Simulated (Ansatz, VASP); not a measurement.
## One calculation of KCl, two programs

The input INCAR:

```
ALGO = Normal
EDIFF = 1E-8
ENCUT = 520
GGA = PS
ISIF = 2
ISMEAR = -1
LASPH = True
LCHARG = False
LEFG = True
LREAL = False
LWAVE = False
NBANDS = 15
NELM = 60
PREC = Accurate
SIGMA = 0.01
```

Contents of KPOINTS:

```
k-points
0
Gamma
  7 7 7
```

POSCAR

```
KCl
1.0
    3.6218460631      0.0000000000      0.0000000000
    0.0000000000      3.6218460631      0.0000000000
    0.0000000000      0.0000000000      3.6218460631
K Cl
1 1
Direct
    0.0000000000      0.0000000000      0.0000000000
    0.5000000000      0.5000000000      0.5000000000
```

Input for Ansatz:

```yaml
crystal:
  lattice:
    - [3.6218460631, 0.0, 0.0]
    - [0.0, 3.6218460631, 0.0]
    - [0.0, 0.0, 3.6218460631]
  atoms:
    - { symbol: K, position: [0.0, 0.0, 0.0] }
    - { symbol: Cl, position: [0.5, 0.5, 0.5] }
kpoints:
  mp_grid: { grid: [7, 7, 7] }
scf:
  occupations: { method: fermi_dirac, width: 0.01 }
hamiltonian:
  xc: pbesol
  pseudopotentials: { kind: all_electron, datasets: crystal }
output:
  forces: true
  stress: true
  eigenvalues: true
  efg: { contact_densities: true }
```

Change from the starting cell: volume scaled by 0.99, crystal datasets.

Alike in both runs: task electric field gradients; functional PBEsol; k mesh 7 × 7 × 7; occupations fermi-dirac, width 0.01 eV; no spin polarisation.

|  | VASP | Ansatz |
| --- | --- | --- |
| version | VASP 6.6.1 | Ansatz 0.2.0 |
| potentials or method | VASP PAW PBE potentials, release 64 (K_sv, Cl) | all-electron PAW with datasets made for the crystal, scalar-relativistic |
| plane-wave cutoff (eV) | 520 | see its input |

```tsv
	VASP	Ansatz	Ansatz less VASP
gap on the k mesh at the Fermi level (eV)	5.45	5.46	+0.005
pressure (GPa)	2.7	2.6	-0.10
Vzz of the field gradient on the site that differs most (V/Å²)	0.0	0.0	0.00
```

Ansatz ran all-electron here, so the differences hold the error of VASP's frozen core and of both bases.

Caveats: the PAW data sets were made with another functional, which shifts forces and pressure a little (VASP); an odd mesh through Γ misses points on the zone boundary, where band edges often lie.
